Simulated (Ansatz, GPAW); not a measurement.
# Ballistic transport through 1,4-phenylene between two Pt chains, from relaxation to T(E), part 2 of 4

How well does 1,4-phenylene between two Pt chains conduct once its atoms have relaxed, and how much do cheaper levels lose?

GPAW 26.7.0 and Ansatz 0.2.0; Ansatz plane waves; relaxation of the junction with the lead ends held (the session's first sound run).

So far. Step 2 (Relaxation): The relaxation lowered the energy of the cell by 1.45 eV.

## (3) Plane waves, PBE

Plane waves give the reference curve, free of the bias of atom-centred orbitals.

This step: Ansatz plane waves; Landauer transmission by layers, zero bias (Ansatz 0.2.0).

File input.yaml:

```yaml
crystal:
  lattice:
    - [10.798181021, 0.0, 0.0]
    - [0.0, 9.0, 0.0]
    - [0.0, 0.0, 42.9096518313]
  atoms:
    - { symbol: Pt, position: [0.5, 0.5, 0.0279657361] }
    - { symbol: Pt, position: [0.5, 0.5, 0.0838972084] }
    - { symbol: Pt, position: [0.5, 0.5, 0.1398286806] }
    - { symbol: Pt, position: [0.5, 0.5, 0.1957601528] }
    - { symbol: Pt, position: [0.5, 0.5, 0.2516916251] }
    - { symbol: Pt, position: [0.5, 0.5, 0.3076230973] }
    - { symbol: Pt, position: [0.4545600579, 0.4979015417, 0.3646582626] }
    - { symbol: Pt, position: [0.5338221476, 0.5003547373, 0.4199947712] }
    - { symbol: C, position: [0.4999948975, 0.4988392723, 0.4658262866] }
    - { symbol: H, position: [0.7018238576, 0.5043251917, 0.4720094621] }
    - { symbol: H, position: [0.2997244406, 0.4927399319, 0.4716782187] }
    - { symbol: C, position: [0.6117784813, 0.5019410617, 0.4836244942] }
    - { symbol: C, position: [0.3887970376, 0.4954650773, 0.4836521045] }
    - { symbol: C, position: [0.6117797257, 0.5019458687, 0.5163634945] }
    - { symbol: C, position: [0.3888144756, 0.4954520258, 0.5163306083] }
    - { symbol: H, position: [0.7018279751, 0.504379521, 0.5279762534] }
    - { symbol: H, position: [0.2997476527, 0.4926995214, 0.528306219] }
    - { symbol: C, position: [0.500001076, 0.4988180977, 0.5341609459] }
    - { symbol: Pt, position: [0.5337842003, 0.5004722169, 0.5799933745] }
    - { symbol: Pt, position: [0.4546258133, 0.4978975648, 0.6353549185] }
    - { symbol: Pt, position: [0.5, 0.5, 0.6923769027] }
    - { symbol: Pt, position: [0.5, 0.5, 0.7483083749] }
    - { symbol: Pt, position: [0.5, 0.5, 0.8042398472] }
    - { symbol: Pt, position: [0.5, 0.5, 0.8601713194] }
    - { symbol: Pt, position: [0.5, 0.5, 0.9161027916] }
    - { symbol: Pt, position: [0.5, 0.5, 0.9720342639] }
kpoints:
  mp_grid: { grid: [1, 1, 2] }
hamiltonian:
  xc: pbe
scf:
  occupations: { method: fermi_dirac, width: 0.1 }
output:
  transmission:
    leads: [[0, 1]]
    e_range: [-2, 2]
    de: 0.025
    kmesh: [1, 1]
    reduced_basis: true
  write_potential: true
  write_density: true
  volumetric_format: npy
  elf: true
```

Launch:

```console
> ansatz run input.yaml --threads 4 --pin off --max-ram 8192MiB --backend cpu --events-out ev --progress --plain --runs-dir out
```

Numbers of over 12 decimals in the logs are rounded to 6 here.

Output:

```text
[...]
Crystal: 26 atoms, lattice volume = 4170.116 Å³
Basis set: ecut = 420 eV, 81417 PW (Γ)
Bands: 190, of which v1, the nominal top of the filled ones, is band 158 counted from 1 (157 counted from 0)
Symmetry: 1 space group operations
[...]
k-points: 2
[...]
SCF iter   1: F=—  HF=-201895.190657 eV  |F-HF|=—  |Δ(HF+E_count)|=         —  Δρ=1.34e-2  dr2=8.35e1  ethr=1.77e-3  ⟨swp⟩=6.0  Hψ=1424  notcnv=0  defer=16
[...]
SCF iter  11: F=-201894.224150 eV  HF=-201894.224150 eV  |F-HF|=3.10e-7  |Δ(HF+E_count)|=   7.51e-7  Δρ=9.79e-7  dr2=7.35e-8  ethr=3.16e-11  ⟨swp⟩=14.5  Hψ=1341  notcnv=0
SCF 1 converged in 11 iterations: F = -201894.224150 eV  dr2 = 7.35e-8
[...]
transmission: 53 of 318 steps passed
transmission: 106 of 318 steps passed
[...]
transmission: 318 of 318 steps passed
WARN: The output density's exchange-correlation potential varies sharply where the density is thin. Do not read a vacuum level from v_tot or v_xc, or from such a field of the output density. On a cell that repeats whose density bears no net charge and no dipole along the vacuum's axis use v_es (v_loc + v_h of the components); under efield.dipole_correction with no amplitude use v_es + v_field, which holds any externa [...]
SCF converged after 11 iterations
Free energy (F): -201894.224150 eV
[...]
Internal energy: -201893.130736 eV  (E = F + TS)
E sigma→0 (E₀):  -201893.677443 eV
Entropy (-TS):   -1.093414 eV (-42.054 meV/atom)
Fermi energy:    -4.194736 eV
[...]
--- Band table (eV) ---
  k-point 0: bands = [... 154 lower, -4.3728, -4.3520, -4.3322, -4.2912, -4.2154, -4.0779, -4.0529, -3.9334, ... 28 higher]
  k-point 1: bands = [... 154 lower, -4.4748, -4.3581, -4.2526, -4.2182, -4.0983, -4.0651, -4.0543, -4.0464, ... 28 higher]
--- Transmission ---
  basis      : 855 plane waves across, 53 finite elements along
  points     : 1, standing for a mesh of 1 x 1
  filling    : by the input's occupations and mesh, since the crystals that have channels conduct as metals do. If one of these is a semiconductor, that mesh has misplaced its level
  energies   : 161 from -2.000000 to 2.000000 eV about the Fermi level, 0.025000 eV apart; the leads are filled to 0.000000 eV, and channels, transmission and decay are at 0.000000 eV
  crystal 0  : Pt1, at the sites [0, 1], period 2.4000 Å, over 28.80 Å; its Hamiltonian steps by up to 7.2 meV
    offset         : up to 0.0000 Å between an atom of the period and one for which it stands
    filled         : 2.8 meV under the level at which it is neutral
    channels       : 4.000000e0 a spin
    conductance    : 3.1890e14 S/m² at 300 K; may be off by some 0.0 % by where its bands' edges are placed, 0.0 % from the distance to neutral
  junction   : crystal 0 to crystal 0, 0.70 to 41.21 Å
    transmission   : 1.199820e0 a spin
    error estimate : 2.223851e-4 a spin from the reduction of the transverse basis, at the most 1.722021e-3 at -1.025000 eV
    conductance    : 9.4144e13 S/m² at 300 K (9.4152e13 on every other energy)
    error estimate : 0.0 % from the energy spacing and 0.0 % from band edges of the leads and from resonances (wavevectors taken as independent; lower de), 0.0 % from the reduction of the transverse basis, 1.0 % from the steps of its leads' Hamiltonians or their offsets (lay more layers), 0.1 % from the distance to neutral
    resistance     : 7.4863e-3 Ω µm² beyond half of each lead's own
```

Run time: 3.3 min. Hardware: 4 threads of Arm Neoverse V2, shared host; peak memory 6.9 GiB.

In the SCF lines HF is the Harris–Foulkes energy and dr2 the Hartree energy of the density residual, in eV; the loop may stop once dr2 is under the threshold and the program's other checks hold. Hψ counts applications of the Hamiltonian.

Numbers from this step:

```yaml
free_energy: -201894.2242 eV
lead_level: 0 eV from the Fermi level
transmission_at_the_fermi_level_one_spin: 1.200
open_channels_of_the_lead_at_the_fermi_level_one_spin: 4
step_of_the_potential_along_the_lead: 7.2 meV
offset_of_the_lead: 0 Å
filling_of_the_lead_less_its_bulk_value_in_size: 2.8 meV
conductance: 1.181 G₀
```

One spin. The transmission, zone mean by energy, zero at the Fermi level:

energy (eV), transmission, zone mean and a bar:
```
   -2.000       1.06 #########################
   -1.900       1.07 #########################
   -1.800       1.09 #########################
   -1.700       1.11 ##########################
   -1.600       1.14 ###########################
   -1.500       1.16 ###########################
   -1.450       1.19 ############################
   -1.400       1.08 #########################
   -1.300       1.18 ###########################
   -1.200       1.22 ############################
   -1.100       1.26 #############################
   -1.000       1.28 ##############################
   -0.975       1.29 ##############################
   -0.900       1.21 ############################
   -0.800       1.11 ##########################
   -0.700       1.27 ##############################
   -0.600       1.27 ##############################
   -0.500       0.92 #####################
   -0.400       1.06 #########################
   -0.300       0.80 ##################
   -0.200       0.93 #####################
   -0.100       1.08 #########################
    0.000       1.20 ############################
    0.025       1.21 ############################
    0.100       1.15 ###########################
    0.200       0.83 ###################
    0.300       0.50 ###########
    0.400       0.33 #######
    0.500       0.24 #####
    0.600       0.18 ####
    0.700       0.15 ###
    0.800       0.10 ##
    0.900       0.08 #
    1.000       0.06 #
    1.100       0.06 #
    1.200       0.05 #
    1.300       0.04 #
    1.400       0.04 
    1.500       0.03 
    1.600       0.03 
    1.700       0.03 
    1.800       0.03 
    1.900       0.02 
    2.000       0.02
```

One spin. The open channels, zone mean by energy, zero at the Fermi level:

```
energy (eV)  open channels, zone mean
     -2.000                         3
     -1.900                         3
     -1.800                         3
     -1.700                         3
     -1.600                         3
     -1.500                         4
     -1.400                         6
     -1.300                         6
     -1.200                         6
     -1.100                         6
     -1.000                         6
     -0.900                         6
     -0.800                         6
     -0.700                         6
     -0.600                         6
     -0.500                         6
     -0.400                         4
     -0.300                         4
     -0.200                         4
     -0.100                         4
      0.000                         4
      0.100                         4
      0.200                         4
      0.300                         4
      0.400                         3
      0.500                         3
      0.600                         3
      0.700                         3
      0.800                         1
      0.900                         1
      1.000                         1
      1.100                         1
      1.200                         1
      1.300                         1
      1.400                         1
      1.500                         1
      1.600                         1
      1.700                         1
      1.800                         1
      1.900                         1
      2.000                         1
```

Crystal 0, spin -, k parallel (0, 0); distinct values, listed up to 1.5 1/Å. Table of Im kz of the slowest decaying states by energy, zero at the Fermi level:

```
energy (eV)  decay 1 (Å⁻¹)  decay 2 (Å⁻¹)  decay 3 (Å⁻¹)  decay 4 (Å⁻¹)
    -2.0000          0.387          0.613          0.613           1.38
    -1.7500          0.239          0.468          0.469           1.35
    -1.5000          0.218          0.218           1.33           1.35
    -1.2500           1.31           1.33           1.36           1.46
    -1.0000           1.28           1.30           1.34           1.43
    -0.7500           1.26           1.28           1.31           1.41
    -0.5000           1.23           1.25           1.29           1.39
    -0.2500          0.311           1.20           1.23           1.26
     0.0000          0.471          0.471           1.18           1.20
     0.2500          0.573           1.15           1.18           1.21
     0.5000          0.196          0.648          0.648           1.12
     0.7500          0.292          0.708           1.10           1.12
     1.0000          0.116          0.116          0.359          0.758
     1.2500          0.164          0.164          0.411          0.799
     1.5000          0.194          0.194          0.453          0.834
     1.7500          0.213          0.213          0.488          0.865
     2.0000          0.223          0.224          0.518          0.892
```

Crystal 0, spin -, k parallel (0, 0). Re kz of states that move upwards against energy, zero at the Fermi level:

```
energy (eV)  channel 1 (Å⁻¹)  channel 2 (Å⁻¹)  channel 3 (Å⁻¹)  channel 4 (Å⁻¹)  channel 5 (Å⁻¹)  channel 6 (Å⁻¹)
     -2.000           -0.639           -0.639            0.728                -                -                -
     -1.800           -0.600           -0.600            0.748                -                -                -
     -1.600           -0.561           -0.561            0.769                -                -                -
     -1.400           -0.523           -0.523            0.165            0.166            0.276            0.791
     -1.200           -0.486           -0.486            0.393            0.436            0.437            0.814
     -1.000           -0.450           -0.450            0.482            0.616            0.616            0.840
     -0.800           -0.413           -0.413            0.557            0.780            0.780            0.869
     -0.600           -0.376           -0.376            0.622            0.903            0.962            0.962
     -0.400           -0.339           -0.339            0.678            0.944                -                -
     -0.200           -0.301           -0.301            0.725            0.996                -                -
      0.000           -0.262           -0.262            0.765             1.06                -                -
      0.200           -0.220           -0.220            0.798             1.17                -                -
      0.400           -0.174           -0.174            0.827                -                -                -
      0.600           -0.118           -0.118            0.852                -                -                -
      0.800            0.874                -                -                -                -                -
      1.000            0.895                -                -                -                -                -
      1.200            0.914                -                -                -                -                -
      1.400            0.933                -                -                -                -                -
      1.600            0.951                -                -                -                -                -
      1.800            0.968                -                -                -                -                -
      2.000            0.985                -                -                -                -                -
```

The electrostatic potential energy of an electron (with the applied field's), less the Fermi level, planar mean oscillates, so the rows of the table below give means over windows of 2.38 Å about each position, cut where the curve ends. Its first 14 maxima inside the range that stand out by 2 % of the span (Å: eV): 2.4: 5.78, 4.8: 5.78, 7.2: 5.77, 9.5: 5.76, 12.1: 5.75, 14.5: 5.74, 16.8: 5.58, 19.2: 5.35, 21.5: 4.91, 23.7: 5.35, 26.1: 5.59, 28.5: 5.74, 30.8: 5.75, 33.4: 5.76. Its first 14 minima: 1.2: 4.14, 3.6: 4.13, 6.0: 4.14, 8.3: 4.14, 10.9: 4.12, 13.3: 4.11, 15.6: 4.05, 18.0: 3.92, 20.6: 3.46, 22.3: 3.46, 24.9: 3.92, 27.3: 4.05, 29.6: 4.11, 32.0: 4.12.

The electrostatic potential energy of an electron (with the applied field's), less the Fermi level, planar mean by z; means over each step:

```csv
z (Å),"electrostatic potential energy of an electron (with the applied field's), less the Fermi level, planar mean (eV)"
1.19,4.98
3.57,4.97
5.95,4.97
8.33,4.97
10.71,4.95
13.09,4.94
15.47,4.89
17.85,4.74
20.23,4.30
22.61,4.28
24.99,4.73
27.37,4.88
29.75,4.94
32.13,4.95
34.51,4.97
36.89,4.97
39.27,4.97
41.65,4.95
```

The valence density, planar mean oscillates, so the rows of the table below give means over windows of 2.38 Å about each position, cut where the curve ends. Its first 14 maxima inside the range that stand out by 2 % of the span (Å: e/Å³): 1.2: 0.166, 3.6: 0.166, 6.0: 0.165, 8.3: 0.165, 10.7: 0.164, 13.3: 0.164, 15.6: 0.165, 18.0: 0.166, 20.4: 0.0991, 22.5: 0.0991, 24.9: 0.166, 27.3: 0.165, 29.6: 0.164, 32.2: 0.164. Its first 14 minima: 2.4: 0.0188, 4.8: 0.0188, 7.2: 0.0189, 9.5: 0.0191, 12.1: 0.0191, 14.5: 0.0173, 16.8: 0.0180, 19.2: 0.0221, 21.5: 0.0538, 23.7: 0.0221, 26.1: 0.0180, 28.5: 0.0173, 30.8: 0.0191, 33.4: 0.0191.

The valence density, planar mean by z; means over each step:

| z (Å) | valence density, planar mean (e/Å³) |
| --- | --- |
| 1.19 | 0.0777 |
| 3.57 | 0.0776 |
| 5.95 | 0.0777 |
| 8.33 | 0.0777 |
| 10.71 | 0.0776 |
| 13.09 | 0.0776 |
| 15.47 | 0.0776 |
| 17.85 | 0.0781 |
| 20.23 | 0.0608 |
| 22.61 | 0.0617 |
| 24.99 | 0.0782 |
| 27.37 | 0.0777 |
| 29.75 | 0.0775 |
| 32.13 | 0.0776 |
| 34.51 | 0.0777 |
| 36.89 | 0.0777 |
| 39.27 | 0.0776 |
| 41.65 | 0.0797 |

ELF in the ca plane at fractional y = 0.493, with atoms of Pt and C and H within 0.2 Å of it. It is the smooth field of the valence electrons, not physical close to the nuclei.

Ten even steps from '0' (0.00 × 1e-1) to '9' (9.98 × 1e-1), each cell a mean:
```
00000000000000000000000000000000000000000000
00000000000000000000000000000000000000000000
00000000000000000000000000000000000000000000
00000000000000000000013200001331000000000000
00000000000000000000168840005885000000000000
00000000000000011000289971028998100011000000
00010000000000122100399983149998200122100000
01121100000001233210179985469996101333100000
12232211111111234321037636854762012343111111
22343222223321145542136526842663124554113332
23565323333432256653467875457876436665124433
24666533355543366654751551025415735665334555
34666433566642345534755763237746734554325666
33454332466642333332358855756875323333324666
22333222355432222210036415841552002222223454
11222111233321111100169866657985000111112333
00111001122211000000599984259999400000011222
00000000011110000001799982039999600000001111
00000000000000000001699961017999500000000000
00000000000000000000367620003676200000000000
00000000000000000000012100000121000000000000
00000000000000000000000000000000000000000000
00000000000000000000000000000000000000000000
00000000000000000000000000000000000000000000
```
Columns run along c (16.0 Å, from fractional 0.28 to 0.66 of the cell), rows up along a (10.8 Å). Atoms in or near the plane, at fractional coordinates: Pt at (0.31, 0.50), Pt at (0.36, 0.45), Pt at (0.42, 0.53), C at (0.47, 0.50), H at (0.47, 0.70), H at (0.47, 0.30), C at (0.48, 0.61), C at (0.48, 0.39), C at (0.52, 0.61), C at (0.52, 0.39), H at (0.53, 0.70), H at (0.53, 0.30), C at (0.53, 0.50), Pt at (0.58, 0.53) and more.

Valence density in the ca plane at fractional y = 0.493, with atoms of Pt and C and H within 0.2 Å of it. It is the smooth field of the valence electrons, not physical close to the nuclei.

Ten steps, logarithmic in the rise over the least value, from '0' (0 e/Å³) to '9' (11 e/Å³), each cell a mean:
```
00000000000000000000000000000000000000000000
00000000000000000000000000000000000000000000
00000000000000000000000000000000000000000000
00000000000000000000000000000000000000000000
00000000000000000000000000000000000000000000
00000000000000012100011110000000000000000000
00000000000000135421134421000000000000000000
00000000011100146543356531001110000000000000
00000001234321235665566431123432100000001111
11111112578642245666666532357764211111112444
22344324799864456554456654479986333443235787
34687644799865566532245665579986447876447999
46899743577644566543346654457764368998546899
35899742233322346655556543223332358997434676
23677521111111235666666531111111136775322232
11233210000000145655556531000000012332100010
00010000000000146532245531000000000100000000
00000000000000123211123320000000000000000000
00000000000000001000000000000000000000000000
00000000000000000000000000000000000000000000
00000000000000000000000000000000000000000000
00000000000000000000000000000000000000000000
00000000000000000000000000000000000000000000
00000000000000000000000000000000000000000000
```
Columns run along c (16.0 Å, from fractional 0.34 to 0.71 of the cell), rows up along a (10.8 Å). Atoms in or near the plane, at fractional coordinates: Pt at (0.36, 0.45), Pt at (0.42, 0.53), C at (0.47, 0.50), H at (0.47, 0.70), H at (0.47, 0.30), C at (0.48, 0.61), C at (0.48, 0.39), C at (0.52, 0.61), C at (0.52, 0.39), H at (0.53, 0.70), H at (0.53, 0.30), C at (0.53, 0.50), Pt at (0.58, 0.53), Pt at (0.64, 0.45) and more.

Electrostatic potential energy in the ca plane at fractional y = 0.493, with atoms of Pt and C and H within 0.2 Å of it. With pseudopotentials it is smooth inside the atoms' cores, unlike the true potential.

Ten even steps from '0' (-71 eV) to '9' (2 eV), each cell a mean:
```
99999999999999999999999999999999999999999999
99999999999999999999999999999999999999999999
99999999999999999999999999999999999999999999
99999999999999999999999999999999999999999999
99999999999999999999999999999999999999999999
99999999999999999999999999999999999999999999
99999999999999999999996589998579999999999999
99999999999999999999996578887579999999999999
99999999999999998889998313621489998889999999
99878899999999853358997203620389985335899999
86312689988898610016865567876557851001799888
84000278632378610016710379997202751002786323
85100377300048853368731478987314885336873000
98645788300058998899987435743578999889983000
99999999743579999999997202510389999999997435
99999999988999999999997536753589999999999889
99999999999999999999994489997359999999999999
99999999999999999999997799999789999999999999
99999999999999999999999999999999999999999999
99999999999999999999999999999999999999999999
99999999999999999999999999999999999999999999
99999999999999999999999999999999999999999999
99999999999999999999999999999999999999999999
99999999999999999999999999999999999999999999
```
Columns run along c (16.0 Å, from fractional 0.28 to 0.66 of the cell; values clipped at the 3rd and 97th percentile), rows up along a (10.8 Å). Atoms in or near the plane, at fractional coordinates: Pt at (0.31, 0.50), Pt at (0.36, 0.45), Pt at (0.42, 0.53), C at (0.47, 0.50), H at (0.47, 0.70), H at (0.47, 0.30), C at (0.48, 0.61), C at (0.48, 0.39), C at (0.52, 0.61), C at (0.52, 0.39), H at (0.53, 0.70), H at (0.53, 0.30), C at (0.53, 0.50), Pt at (0.58, 0.53) and more.

T at the Fermi level is 1.20 of 4 open channels a spin, without spin-orbit coupling, which is large for these atoms.

(Part 2 of 4 ends here.)

[Logs are printed without paths, hosts, clocks, repeated set-up lines and the standing remarks that a program may print on its own settings, such as how far it seeks lower states.]

[Hosts, paths, dates, database ids (printed as entryN), source tags and the programs' standing remarks are cut or masked in the printed files.]
